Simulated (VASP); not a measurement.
SrO:

```
Sr O
1.0
     0.00000    2.56630    2.56630
     2.56630    0.00000    2.56630
     2.56630    2.56630    0.00000
Sr O
1 1
Direct
  0.50000 0.50000 0.50000
  0.00000 0.00000 0.00000
```

Base run:

```yaml
Program: VASP 6.6.1
Functional: r2SCAN
Potentials_or_basis: VASP PAW PBE potentials, release 64 (Sr_sv, O)
Cutoff: 520 eV
k_mesh: 9 × 9 × 9
Occupations: fermi-dirac, width 0.05 eV
Spin: no spin polarisation
```

Its results: band gap on the k mesh 3.80 eV, indirect (least direct gap 3.89 eV); pressure 2.1 GPa.

Problem. After a change of settings the same cell gave: band gap on the k mesh 3.32 eV, indirect (least direct gap 3.41 eV); pressure 3.9 GPa. Which change was it?
A. functional from r2SCAN to RPBE
B. functional from r2SCAN to PBE
C. functional from r2SCAN to AM05
D. functional from r2SCAN to BLYP

Solution. B.

r2SCAN gives the wider gap, since meta-GGAs in the generalised Kohn-Sham scheme recover part of the derivative discontinuity.

Caveats: the PAW data sets were made with another functional, which shifts forces and pressure a little (some runs).
